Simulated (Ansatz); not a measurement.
SnS₂, space group P-3m1, cell relaxations under several functionals

With Ansatz's Python interface.

Typed at the interpreter:
```pycon
>>> import warnings
>>> import ansatz as az
>>> import numpy as np
>>> KMESH = (6, 6, 4)
>>> OCCUPATIONS = 'gaussian'
>>> SIGMA = 0.02
>>> def edges_and_angles(cell):
...     cell = np.asarray(cell)
...     a, b, c = np.linalg.norm(cell, axis=1)
...     cosines = cell[1] @ cell[2] / (b * c), cell[0] @ cell[2] / (a * c), cell[0] @ cell[1] / (a * b)
...     return (a, b, c, *np.degrees(np.arccos(cosines)))
...
>>> warnings.simplefilter('ignore', az.DeckWarning)
>>> structure = (
...     az.Lattice.from_parameters(3.639, 3.639, 5.868, alpha=90.0, beta=90.0, gamma=120.0)
...     .atom('Sn', (0.0, 0.0, 0.0))
...     .atom('S', (1 / 3, 2 / 3, 0.25))
...     .atom('S', (2 / 3, 1 / 3, 0.75))
... )
>>> len(structure.resolved().sites)
3
>>> calculation = (
...     structure.calculation()
...     .kpoints(*KMESH)
...     .occupations(OCCUPATIONS, width=SIGMA)  # smearing steadies the SCF of a metal
...     .relax(cell=True, max_steps=60)  # relax until the tolerances are met
... )
>>> levels = [('pbesol', 'none'), ('pbe', 'd3bj'), ('pbe', 'd4')]
>>> print('level            a       b       c    alpha   beta  gamma  V/atom  steps')
level            a       b       c    alpha   beta  gamma  V/atom  steps
>>> for name, dispersion in levels:
...     seen = []
...     run = calculation.functional(name, dispersion=dispersion).session().plan()
...     done = run.execute(on_event=lambda e: seen.append(e) if e['event'] == 'relax_step' else None)
...     cell = done.lattice.cell_ang
...     label = name if dispersion == 'none' else f'{name}+{dispersion}'
...     print('{:13s} {:7.4f} {:7.4f} {:7.4f} {:6.2f} {:6.2f} {:6.2f}'.format(label, *edges_and_angles(cell)), f'{abs(np.linalg.det(cell)) / len(done.lattice.sites):7.3f} {len(seen):5d}')
...
pbesol         3.6532  3.6532  6.0537  90.00  90.00 120.00  23.323     7
pbe+d3bj       3.6704  3.6704  5.8041  90.00  90.00 120.00  22.572     5
pbe+d4         3.6697  3.6697  5.8003  90.00  90.00 120.00  22.548     5
```

From smallest to largest: PBE+D4 (22.55 Å³ an atom, +0.5 % against the start), PBE+D3BJ (22.57 Å³ an atom, +0.6 % against the start) and PBEsol (23.32 Å³ an atom, +4.0 % against the start). The spread is 3.4 % in volume.

The structure is a deposited one; some such entries were measured under pressure or heat, so a shift against it needn't be the functional's error alone. By the engine's processor time: 19 s on 1 thread of Intel(R) Xeon(R) Processor @ 2.30GHz, on a shared host, peak memory 0.55 GiB.

(A comment or docstring line of the script was reworded after the run, the code is as it ran.)
